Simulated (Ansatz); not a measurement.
Wires are cut from relaxed bulk Ge (Fd-3m, 23.90 Å³/atom, gap on the mesh 0.00 eV); atoms and period are relaxed, and energies count from that bulk. Caps count from half an H2 molecule.

Level of theory: Ansatz, DFT PBE, scalar-relativistic, plane waves, PAW.

Settings: cutoff 420 eV, Γ-centred mesh 1×1×10 on the computed 16-atom cell, Gaussian smearing of 0.05 eV; no spin polarisation.

Start ([001] wire, 6 host atoms a period with H caps):

```
Ge H
1.0
    15.10000    0.00000    0.00000
     0.00000   15.40000    0.00000
     0.00000    0.00000    5.76107
Ge H
6 10
Direct
  0.54769 0.54676 0.50000
  0.64307 0.45324 0.25000
  0.54769 0.35971 0.00000
  0.35693 0.54676 0.00000
  0.45231 0.45324 0.75000
  0.45231 0.64029 0.25000
  0.60657 0.60450 0.65433
  0.70196 0.51097 0.09567
  0.70196 0.39550 0.40433
  0.60657 0.30198 0.84567
  0.48881 0.30198 0.15433
  0.29804 0.48903 0.15433
  0.29804 0.60450 0.84567
  0.39343 0.39550 0.59567
  0.51119 0.69802 0.09567
  0.39343 0.69802 0.40433
```

Task: What does the relaxation give?

Result: The free energy falls by 5 meV/atom.

| Quantity | Value |
| --- | --- |
| excess energy (eV per host atom) | 0.332 |
| line energy (eV/Å) | 0.346 |
| period (Å) | 5.755 |
| gap on the mesh (eV) | 4.31 |
| highest filled level or Fermi level under vacuum (eV) | 6.32 |

Relaxed structure:
```
CELL_PARAMETERS angstrom
15.10000 0.00000 0.00000
0.00000 15.40000 0.00000
0.00000 0.00000 5.75488
ATOMIC_POSITIONS crystal
Ge 0.54568 0.54479 0.49608
Ge 0.63955 0.45319 0.25095
Ge 0.54774 0.36317 0.99905
Ge 0.36045 0.54681 0.99905
Ge 0.45432 0.45521 0.75392
Ge 0.45226 0.63683 0.25095
H 0.60529 0.60323 0.65029
H 0.69991 0.51112 0.09914
H 0.70020 0.39592 0.40370
H 0.60615 0.30370 0.84629
H 0.48866 0.30399 0.15085
H 0.30009 0.48888 0.15086
H 0.29980 0.60408 0.84630
H 0.39471 0.39677 0.59971
H 0.51134 0.69601 0.09915
H 0.39385 0.69630 0.40371
```

Each run keeps its start's symmetry and one magnetic start, so lower states can exist.

It took 31 s on 4 threads of Intel(R) Xeon(R) 6975P-C (Granite Rapids), on a shared host, peak memory 2.4 GiB.